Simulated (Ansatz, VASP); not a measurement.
**Ge in VASP and in Ansatz**

```
Ge
1.0
     3.00765    0.00000    0.00000
    -1.50383    2.60470    0.00000
     0.00000    0.00000    4.91150
Ge
2
Direct
  0.33333 0.66667 0.25000
  0.66667 0.33333 0.75000
```

The cell was built by a generator and needn't be a form met in nature.

Alike in both runs: task relaxation of cell and atoms; functional revPBE; k mesh 12 × 12 × 7; occupations fermi-dirac, width 0.1 eV; no spin polarisation.

|  | VASP | Ansatz |
| --- | --- | --- |
| version | VASP 6.6.1 | Ansatz 0.2.0 |
| potentials or method | VASP PAW PBE potentials, release 64 (Ge_d) | plane waves (420 eV) with PAW, scalar-relativistic |
| plane-wave cutoff (eV) | 600 | 420 |
| valence electrons in the cell | 28 | 28 |

Ansatz gave:

| Property | Result |
| --- | --- |
| relaxed volume (Å³/atom) | 19.71 |
| relaxed cell length with the largest relative difference (Å) | 3.086 |
| energy change over the relaxation (meV/atom) | -10 |

Problem. What did VASP give for the same quantities?

Solution. Relaxed volume (Å³/atom): 19.73; relaxed cell length with the largest relative difference (Å): 3.087; energy change over the relaxation (meV/atom): -10.

Caveats: the PAW data sets were made with another functional, which shifts forces and pressure a little (VASP).
